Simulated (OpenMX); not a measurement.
**AlN in OpenMX: the effect of biaxial strain**

The system is AlN.

```
Al N
1.0
     0.00000    2.09663    2.18399
     2.09663    0.00000    2.18399
     2.09663    2.09663    0.00000
Al N
1 1
Cartesian
  0.0000 0.0000 0.0000
  1.0483 1.0483 1.0920
```

Measurements of this composition are mostly on another form, of space group No. 186.

Alike in all runs:

* Program: OpenMX 3.8.5
* Task: band structure
* Functional: PBE
* Potentials or basis: OpenMX 2013 PBE set, Al7.0-s2p2d1, N6.0-s2p2d1, grid cutoff 400 Ry
* k mesh: 7 × 7 × 7
* Occupations: fermi-dirac, width 0.05 eV
* Spin: no spin polarisation

Q: One run gave: pressure -10.3 GPa. Which biaxial strain did it use?
A. 2 %
B. -2 %
C. -4 %
D. 4 %
E. 0 %

A: D.

| biaxial strain | pressure (GPa) |
| --- | --- |
| -4 % | 24.2 |
| -2 % | 13.3 |
| 0 % | 4.0 |
| 2 % | -3.8 |
| 4 % | -10.3 |

Caveats: the basis of atomic orbitals isn't converged, which shifts pressures, moduli and gaps.
